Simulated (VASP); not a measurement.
# CoSi (P2_13) in VASP: a series of runs

Aim: see how the results for CoSi move with the level of theory and the settings. Levels: PBE+rVV10, PBE+TS, PBEsol+D3, PBE, BLYP+D3. Tasks: relaxation of cell and atoms, single point.

All numbers are computed with VASP 6.6.1; they aren't measurements. Logs are shortened: lines on timing, memory, paths and dates and some standing lists are left out, and cuts for length are marked.

### 1 Starting point

The structure is cubic, space group P2_13 (No. 198). Conventional cell: a = 4.438 Å, b = 4.438 Å, c = 4.438 Å, α = 90.00°, β = 90.00°, γ = 90.00°. Co (site symmetry 3) is surrounded by 7 Si at 2.28 to 2.47 Å. Around Si (site symmetry 3) lie 7 Co at 2.28 to 2.47 Å.

### 2 Relaxation of cell and atoms, PBE+rVV10, collinear spin, ferromagnetic start

Contents of INCAR:

```
SYSTEM = CoSi
  PREC = Accurate
  ENCUT = 600
  EDIFF = 1E-6
  ISMEAR = -1
  SIGMA = 0.05
  LREAL = .FALSE.
  LASPH = .TRUE.
  NELM = 150
  ALGO = Fast
  ISIF = 3
  LWAVE = .FALSE.
  LCHARG = .FALSE.
  ISPIN = 2
  MAGMOM = 2 2 2 2 0 0 0 0
  LORBIT = 11
  LMAXMIX = 4
  GGA = PE
  LUSE_VDW = .TRUE.
  IVDW_NL = 2
  BPARAM = 10.0
  CPARAM = 0.0093
  IBRION = 2
  NSW = 40
  EDIFFG = -0.01
```

Contents of KPOINTS:

```
regular mesh
0
G
  6 6 6
  0 0 0
```

Contents of POSCAR:

```
CoSi
1.0
    4.4380000000      0.0000000000      0.0000000000
    0.0000000000      4.4380000000      0.0000000000
    0.0000000000      0.0000000000      4.4380000000
Co Si
4 4
Direct
    0.8600000000      0.6400000000      0.3600000000
    0.6400000000      0.3600000000      0.8600000000
    0.3600000000      0.8600000000      0.6400000000
    0.1400000000      0.1400000000      0.1400000000
    0.1570000000      0.3430000000      0.6570000000
    0.3430000000      0.6570000000      0.1570000000
    0.6570000000      0.1570000000      0.3430000000
    0.8430000000      0.8430000000      0.8430000000
```

Potentials or basis: VASP PAW PBE potentials, release 64 (Co, Si).

Run with:

```sh
cat potpaw_PBE.64/Co/POTCAR potpaw_PBE.64/Si/POTCAR > POTCAR
mpirun -np 1 vasp_std > vasp.out
```

OUTCAR:

```text
SYSTEM = CoSi
   PREC = Accurate
   ENCUT = 600
   EDIFF = 1E-6
   ISMEAR = -1
   LREAL = .FALSE.
   LASPH = .TRUE.
   NELM = 150
   ISIF = 3
   ISPIN = 2
   LORBIT = 11
   GGA = PE
   IVDW_NL = 2
   BPARAM = 10.0
   IBRION = 2
   NSW = 40
   EDIFFG = -0.01

 ion  position               nearest neighbor table
   1  0.860  0.640  0.360-   5 2.28   6 2.33   7 2.33   8 2.33   7 2.47   8 2.47   6 2.47   2 2.72
                             2 2.72   4 2.72   4 2.72   3 2.72   3 2.72
   2  0.640  0.360  0.860-   6 2.28   5 2.33   7 2.33   8 2.33   5 2.47   7 2.47   8 2.47   1 2.72
                             1 2.72   3 2.72   3 2.72   4 2.72   4 2.72
   3  0.360  0.860  0.640-   7 2.28   6 2.33   5 2.33   8 2.33   6 2.47   5 2.47   8 2.47   4 2.72
                             2 2.72   2 2.72   4 2.72   1 2.72   1 2.72
   4  0.140  0.140  0.140-   8 2.28   6 2.33   7 2.33   5 2.33   6 2.47   5 2.47   7 2.47   1 2.72
                             3 2.72   3 2.72   1 2.72   2 2.72   2 2.72
   5  0.157  0.343  0.657-   1 2.28   2 2.33   3 2.33   4 2.33   3 2.47   4 2.47   2 2.47   8 2.75
                             6 2.75   6 2.75   8 2.75   7 2.75   7 2.75
   6  0.343  0.657  0.157-   2 2.28   1 2.33   3 2.33   4 2.33   1 2.47   3 2.47   4 2.47   8 2.75
                             5 2.75   5 2.75   7 2.75   7 2.75   8 2.75
   7  0.657  0.157  0.343-   3 2.28   2 2.33   1 2.33   4 2.33   2 2.47   1 2.47   4 2.47   8 2.75
                             8 2.75   5 2.75   6 2.75   6 2.75   5 2.75
   8  0.843  0.843  0.843-   4 2.28   2 2.33   3 2.33   1 2.33   2 2.47   1 2.47   3 2.47   5 2.75
                             6 2.75   7 2.75   7 2.75   5 2.75   6 2.75

  LATTYP: Found a simple cubic cell.
 ALAT       =     4.4380000000

  Lattice vectors:

 A1 = (   4.4380000000,   0.0000000000,   0.0000000000)
 A2 = (   0.0000000000,   4.4380000000,   0.0000000000)
 A3 = (   0.0000000000,   0.0000000000,   4.4380000000)

Analysis of symmetry for initial positions (statically):
=====================================================================
 Subroutine PRICEL returns:
 Original cell was already a primitive cell.

 Routine SETGRP: Setting up the symmetry group for a
 simple cubic supercell.

 Subroutine GETGRP returns: Found 12 space group operations
 (whereof  3 operations were pure point group operations)
 out of a pool of 48 trial point group operations.

The static configuration has the point symmetry C_3 .
 The point group associated with its full space group is T   .

Analysis of symmetry for dynamics (positions and initial velocities):
=====================================================================
 Subroutine PRICEL returns:
 Original cell was already a primitive cell.

 Routine SETGRP: Setting up the symmetry group for a
 simple cubic supercell.

 Subroutine GETGRP returns: Found 12 space group operations
 (whereof  3 operations were pure point group operations)
 out of a pool of 48 trial point group operations.

The dynamic configuration has the point symmetry C_3 .
 The point group associated with its full space group is T   .

Analysis of structural, dynamic, and magnetic symmetry:
=====================================================================
 Subroutine PRICEL returns:
 Original cell was already a primitive cell.

 Routine SETGRP: Setting up the symmetry group for a
 simple cubic supercell.

 Subroutine GETGRP returns: Found 12 space group operations
 (whereof  3 operations were pure point group operations)
 out of a pool of 48 trial point group operations.

The overall configuration has the point symmetry C_3 .
 The point group associated with its full space group is T   .

 Subroutine INISYM returns: Found 12 space group operations
 (whereof  3 operations are pure point group operations),
 and found     1 'primitive' translations

----------------------------------------------------------------------------------------

                                     Primitive cell

  volume of cell :      87.4102

  direct lattice vectors                    reciprocal lattice vectors
     4.438000000  0.000000000  0.000000000     0.225326724  0.000000000  0.000000000
     0.000000000  4.438000000  0.000000000     0.000000000  0.225326724  0.000000000
     0.000000000  0.000000000  4.438000000     0.000000000  0.000000000  0.225326724

  length of vectors
     4.438000000  4.438000000  4.438000000     0.225326724  0.225326724  0.225326724

  position of ions in fractional coordinates (direct lattice)
     0.860000000  0.640000000  0.360000000
     0.640000000  0.360000000  0.860000000
     0.360000000  0.860000000  0.640000000
     0.140000000  0.140000000  0.140000000
[... 77 lines left out ...]
   PREC   = accura    normal or accurate (medium, high low for compatibility)
   ISTART =      0    job   : 0-new  1-cont  2-samecut
   ICHARG =      2    charge: 1-file 2-atom 10-const
   ISPIN  =      2    spin polarized calculation?
   LNONCOLLINEAR =      F non collinear calculations
   LSORBIT =      F    spin-orbit coupling
   LASPH  =      T    aspherical Exc in radial PAW
   ENCUT  =  600.0 eV  44.10 Ry    6.64 a.u.   8.86  8.86  8.86*2*pi/ulx,y,z
   NELM   =    150;   NELMIN=  2; NELMDL= -5     # of ELM steps
   EDIFF  = 0.1E-05   stopping-criterion for ELM
   LREAL  =      F    real-space projection
   EDIFFG = -.1E-01   stopping-criterion for IOM
   NSW    =     40    number of steps for IOM
   IBRION =      2    ionic relax: 0-MD 1-quasi-New 2-CG
   NFREE  =      1    steps in history (QN), initial steepest desc. (CG)
   ISIF   =      3    stress and relaxation
   ISYM   =      2    0-nonsym 1-usesym 2-fastsym
   POTIM  = 0.5000    time-step for ionic-motion
   TEBEG  =    0.0;   TEEND  =   0.0 temperature during run
   PSTRESS=    0.0 pullay stress
   NELECT =      52.0000    total number of electrons
   NUPDOWN=      -1.0000    fix difference up-down
   EMIN   =  10.00;   EMAX   =-10.00  energy-range for DOS
   EFERMI =   0.00;   METHOD = LEGACY
   ISMEAR =    -1;   SIGMA  =   0.05  broadening in eV -4-tet -1-fermi 0-gaus
   EFERMI_NEDOS =   21; number of points for ismear=-14 and -15
   IALGO  =     68    algorithm
   IMIX   =      4    mixing-type and parameters
     AMIX     =   0.40;   BMIX     =  1.00
     AMIX_MAG =   1.60;   BMIX_MAG =  1.00
  volume/ion in A,a.u.               =      10.93        73.73
  Fermi-wavevector in a.u.,A,eV,Ry     =   1.376856  2.601881 25.793021  1.895734
  Thomas-Fermi vector in A             =   2.502063
   LORBIT       =     11    0 simple, 1 ext, 2 COOP (PROOUT), +10 PAW based schemes
   GGA     = PE    functional components
   LHFCALC =     F    Hartree Fock is set to
   AEXX    =    0.0000 exact exchange contribution
   IVDW_NL    =     2    kernel type
   BPARAM     =10.0000
   IVDW    =     0    specifies the selected vdW correction
   LEPSILON=     F    determine dielectric tensor
   LRPA    =     F    only Hartree local field effects (RPA)
 conjugate gradient relaxation of ions
 spin polarized calculation
 RMM-DIIS sequential band-by-band and
  energy-cutoff  :      600.00
  volume of cell :       87.41
 maximum number of plane-waves:      2968
   NGX = 17   NGY = 17   NGZ = 17

--------------------------------------- Ionic step        1  -------------------------------------------

 number of electron      51.9999992 magnetization       0.0022304

 number of electron      51.9999992 magnetization      -0.0011359

 Free energy of the ion-electron system (eV)
  ---------------------------------------------------
  ext. energy  EPLUGINS =         0.00000000
  ---------------------------------------------------
  free energy    TOTEN  =       -53.54074624 eV

  energy without entropy =      -53.52618186  energy(sigma->0) =      -53.53346405

------------------------ aborting loop because EDIFF is reached ----------------------------------------

  FORCE on cell =-STRESS in cart. coord.  units (eV):
  Direction    XX          YY          ZZ          XY          YZ          ZX
  --------------------------------------------------------------------------------------
  -------------------------------------------------------------------------------------
  Total       -0.9866967     -0.9866967     -0.9866967      0.0000000      0.0000000      0.0000000
  in kB      -18.0855761    -18.0855761    -18.0855761      0.0000000      0.0000000      0.0000000
  external PRESSURE =     -18.0855761 kB  Pullay stress =       0.0000000 kB
[... 111 lines left out ...]
  FREE ENERGIE OF THE ION-ELECTRON SYSTEM (eV)
  ---------------------------------------------------
  free  energy   TOTEN  =       -53.5548109499 eV

  energy  without entropy=      -53.5408138727  energy(sigma->0) =      -53.54781241

[... ionic steps 4 to 9 ...]

--------------------------------------- Ionic step       10  -------------------------------------------

 number of electron      51.9999999 magnetization       0.0000001

 number of electron      51.9999999 magnetization      -0.0000001
[... 85 lines left out ...]
 number of electron      51.9999999 magnetization      -0.0000000

 number of electron      51.9999999 magnetization       0.0000000

 Free energy of the ion-electron system (eV)
  ---------------------------------------------------
  ext. energy  EPLUGINS =         0.00000000
  ---------------------------------------------------
  free energy    TOTEN  =       -53.57055897 eV

  energy without entropy =      -53.55686695  energy(sigma->0) =      -53.56371296

 E-fermi :  12.2410     XC(G=0): -12.9217

 val. band max:       12.2003552037   @ k =   0.0000   0.0000   0.0000
 cond. band min:      12.2908141352   @ k =   0.5000   0.5000   0.3333
 fundamental gap:      0.0904589315
 Fermi energy:        12.2410123468

 spin component 1

 k-point     1 :       0.0000    0.0000    0.0000
  band No.  band energies     occupation
      1      -1.5331      1.00000
      2       3.9910      1.00000
      3       3.9910      1.00000
      4       3.9910      1.00000
      5       6.6871      1.00000
      6       6.6871      1.00000
[... 901 lines left out ...]
     34      18.0141      0.00000
     35      18.0141      0.00000
 Fermi energy:        12.2410123468

 spin component 2

 k-point     1 :       0.0000    0.0000    0.0000
  band No.  band energies     occupation
      1      -1.5331      1.00000
      2       3.9910      1.00000
      3       3.9910      1.00000
      4       3.9910      1.00000
      5       6.6871      1.00000
      6       6.6871      1.00000
[... 936 lines left out ...]
  FREE ENERGIE OF THE ION-ELECTRON SYSTEM (eV)
  ---------------------------------------------------
  free  energy   TOTEN  =       -53.5705589709 eV

  energy  without entropy=      -53.5568669490  energy(sigma->0) =      -53.56371296

 reached required accuracy - stopping structural energy minimisation

 total charge

# of ion       s       p       d       tot
------------------------------------------
    1        0.440   0.626   7.569   8.635
    2        0.440   0.626   7.569   8.635
    3        0.440   0.626   7.569   8.635
    4        0.440   0.626   7.569   8.635
    5        0.725   0.889   0.000   1.613
    6        0.725   0.889   0.000   1.613
    7        0.725   0.889   0.000   1.613
    8        0.725   0.889   0.000   1.613
--------------------------------------------------
tot          4.660   6.059  30.274  40.992

 magnetization (x)

# of ion       s       p       d       tot
------------------------------------------
    1       -0.000  -0.000  -0.000  -0.000
    2       -0.000  -0.000  -0.000  -0.000
    3       -0.000  -0.000  -0.000  -0.000
    4       -0.000  -0.000  -0.000  -0.000
    5        0.000   0.000   0.000   0.000
    6        0.000   0.000   0.000   0.000
    7        0.000   0.000   0.000   0.000
    8        0.000   0.000   0.000   0.000
--------------------------------------------------
tot         -0.000  -0.000  -0.000  -0.000
```

Wall time 23 min (1 thread of AMD EPYC 7R43 (Zen 3), shared host); peak memory 0.48 GiB.

Results:

* Free energy: -53.5706 eV
* Relaxed volume: 10.80 Å³/atom
* Relaxed cell: a = 4.420 Å, b = 4.420 Å, c = 4.420 Å, α = 90.00°, β = 90.00°, γ = 90.00°
* Space group after relaxing (to 0.05 Å): P2_13 (No. 198)
* Energy gained by relaxing: 3.7 meV/atom
* Ionic steps: 12
* Pressure after relaxing: -0.1 GPa
* Largest force after relaxing: 0.008 eV/Å
* Band gap on the k mesh: none (metal or under the smearing width)
* Net moment: 0.00 μB per cell
* Valence electrons inside the program's atomic spheres: Co 8.63; Si 1.61

Forces on the atoms (eV/Å):
```
Co  -0.005  0.005 -0.005
Co   0.005 -0.005 -0.005
Co  -0.005 -0.005  0.005
Co   0.005  0.005  0.005
Si  -0.003  0.003 -0.003
Si   0.003 -0.003 -0.003
Si  -0.003 -0.003  0.003
Si   0.003  0.003  0.003
```

Step by step:
| step | energy change (eV) | largest force (eV/Å) | pressure (GPa) | volume (Å³) |
| --- | --- | --- | --- | --- |
| 1 | 0.0000 | 0.2781 | -1.81 | 87.41 |
| 2 | -0.0136 | 0.2354 | 1.95 | 85.86 |
| 3 | -0.0141 | 0.2440 | 1.46 | 86.10 |
| 4 | -0.0268 | 0.0980 | 0.74 | 86.19 |
| 5 | -0.0293 | 0.0571 | 0.32 | 86.25 |
| 6 | -0.0293 | 0.0564 | 0.35 | 86.25 |
| 7 | -0.0296 | 0.0153 | -0.38 | 86.52 |
| 8 | -0.0297 | 0.0288 | -0.26 | 86.43 |
| 9 | -0.0297 | 0.0320 | -0.05 | 86.41 |
| 10 | -0.0297 | 0.0300 | -0.10 | 86.42 |
| 11 | -0.0297 | 0.0294 | -0.15 | 86.42 |
| 12 | -0.0298 | 0.0080 | -0.08 | 86.36 |

Final structure:
```xyz
8
Lattice="4.4202 0.0000 0.0000 0.0000 4.4202 0.0000 0.0000 0.0000 4.4202" Properties=species:S:1:pos:R:3 pbc="T T T"
Co    3.7781    2.8522    1.5680
Co    2.8522    1.5680    3.7781
Co    1.5680    3.7781    2.8522
Co    0.6421    0.6421    0.6421
Si    0.6930    1.5171    2.9031
Si    1.5171    2.9031    0.6930
Si    2.9031    0.6930    1.5171
Si    3.7272    3.7272    3.7272
```

Caveat: the starting moments collapsed, and a magnetic state may lie lower; pairwise dispersion overbinds metals, which lowers pressure and volume.

### 3 Relaxation of cell and atoms, PBE+TS, collinear spin, ferromagnetic start

Contents of INCAR:

```
SYSTEM = CoSi
  PREC = Accurate
  ENCUT = 600
  EDIFF = 1E-7
  ISMEAR = -1
  SIGMA = 0.05
  LREAL = .False.
  LASPH = .True.
  NELM = 150
  ALGO = Fast
  ISIF = 3
  LWAVE = .False.
  LCHARG = .False.
  ISPIN = 2
  MAGMOM = 2 2 2 2 0 0 0 0
  LORBIT = 11
  LMAXMIX = 4
  GGA = PE
  IVDW = 2
  IBRION = 2
  NSW = 60
  EDIFFG = -0.01
```

Contents of KPOINTS:

```
regular mesh
0
Gamma
  6 6 6
  0 0 0
```

POSCAR is that of step 2.

Potentials or basis: VASP PAW PBE potentials, release 64 (Co, Si).

Run with:

```sh
cat potpaw_PBE.64/Co/POTCAR potpaw_PBE.64/Si/POTCAR > POTCAR
mpirun -np 1 vasp_std > vasp.out
```

It took 28 min on 1 thread of AMD EPYC 7R43 (Zen 3), shared host; peak memory 0.3 GiB.

Results (log left out):

```yaml
Free_energy: -60.0652 eV
Relaxed_volume: 10.49 Å³/atom
Relaxed_cell: a = 4.379 Å, b = 4.379 Å, c = 4.379 Å, α = 90.00°, β = 90.00°, γ = 90.00°
Space_group_after_relaxing_to_0.05_Å: P2_13 (No. 198)
Energy_gained_by_relaxing: 15.6 meV/atom
Ionic_steps: 14
Pressure_after_relaxing: 0.1 GPa
Largest_force_after_relaxing: 0.005 eV/Å
Band_gap_on_the_k_mesh: none (metal or under the smearing width)
Net_moment: 0.00 μB per cell
Valence_electrons_inside_the_program's_atomic_spheres: Co 8.71; Si 1.63
Hirshfeld_charges: Co +0.06; Si -0.06 e
Dispersion_energy_per_atom: -0.673 eV
```

Forces in eV/Å, atoms in the order of the input:
```
Co  -0.003  0.003 -0.003
Co   0.003 -0.003 -0.003
Co  -0.003 -0.003  0.003
Co   0.003  0.003  0.003
Si   0.003 -0.003  0.003
Si  -0.003  0.003  0.003
Si   0.003  0.003 -0.003
Si  -0.003 -0.003 -0.003
```

The path:
```
step  energy change (eV)  largest force (eV/Å)  pressure (GPa)  volume (Å³)
   1              0.0000                0.3037           -8.05        87.41
   2              0.0400                0.5260           12.28        80.65
   3             -0.0858                0.4113            0.34        84.28
   4             -0.0858                0.4138            0.55        84.20
   5             -0.1112                0.2431            0.42        84.06
   6             -0.1219                0.1017            0.37        83.94
   7             -0.1160                0.1951            0.52        83.71
   8             -0.1240                0.0696            0.39        83.87
   9             -0.1246                0.0092           -0.73        84.22
  10             -0.1248                0.0269           -0.38        84.11
  11             -0.1248                0.0347           -0.33        84.07
  12             -0.1247                0.0403           -0.14        84.04
  13             -0.1248                0.0367           -0.23        84.06
  14             -0.1250                0.0046            0.07        83.96
```

Final structure:
```cif
data_structure
_symmetry_space_group_name_H-M 'P 1'
_symmetry_Int_Tables_number 1
_cell_length_a 4.3788
_cell_length_b 4.3788
_cell_length_c 4.3788
_cell_angle_alpha 90.000
_cell_angle_beta 90.000
_cell_angle_gamma 90.000
_cell_volume 83.96
loop_
_atom_site_label
_atom_site_type_symbol
_atom_site_fract_x
_atom_site_fract_y
_atom_site_fract_z
_atom_site_occupancy
Co1 Co 0.85325 0.64675 0.35325 1
Co2 Co 0.64675 0.35325 0.85325 1
Co3 Co 0.35325 0.85325 0.64675 1
Co4 Co 0.14675 0.14675 0.14675 1
Si1 Si 0.15682 0.34318 0.65682 1
Si2 Si 0.34318 0.65682 0.15682 1
Si3 Si 0.65682 0.15682 0.34318 1
Si4 Si 0.84318 0.84318 0.84318 1
```

Levels at points of the mesh, in eV from the Fermi level:
Spin up:
| k point | band 24 | band 25 | band 26 | band 27 | band 28 | band 29 |
| --- | --- | --- | --- | --- | --- | --- |
| (0.00, 0.00, 0.00) | -0.85 | -0.04 | -0.04 | -0.04 | 2.63 | 2.63 |
| (0.50, 0.00, 0.00) | -0.71 | -0.54 | -0.54 | 1.02 | 1.02 | 1.58 |
| (0.50, 0.50, 0.00) | -1.08 | -0.07 | -0.07 | 0.60 | 0.60 | 2.11 |
| (0.50, 0.50, 0.50) | -1.32 | -0.26 | -0.26 | -0.26 | -0.26 | 5.63 |
Spin down:
```
           k point  band 22  band 23  band 24  band 25  band 26  band 27  band 28  band 29  band 30  band 31
(0.00, 0.00, 0.00)    -0.99    -0.85    -0.85    -0.04    -0.04    -0.04     2.63     2.63     2.63     2.98
(0.50, 0.00, 0.00)    -1.13    -0.71    -0.71    -0.54    -0.54     1.02     1.02     1.58     1.58     4.36
(0.50, 0.50, 0.00)    -1.58    -1.08    -1.08    -0.07    -0.07     0.60     0.60     2.11     2.11     2.60
(0.50, 0.50, 0.50)    -1.32    -1.32    -1.32    -0.26    -0.26    -0.26    -0.26     5.63     5.63     5.63
```

Caveat: the starting moments collapsed, and a magnetic state may lie lower; atom-pairwise D2, TS and ULG terms overbind metals; pairwise dispersion overbinds metals, which lowers pressure and volume.

(Part 1 of 2 ends here.)
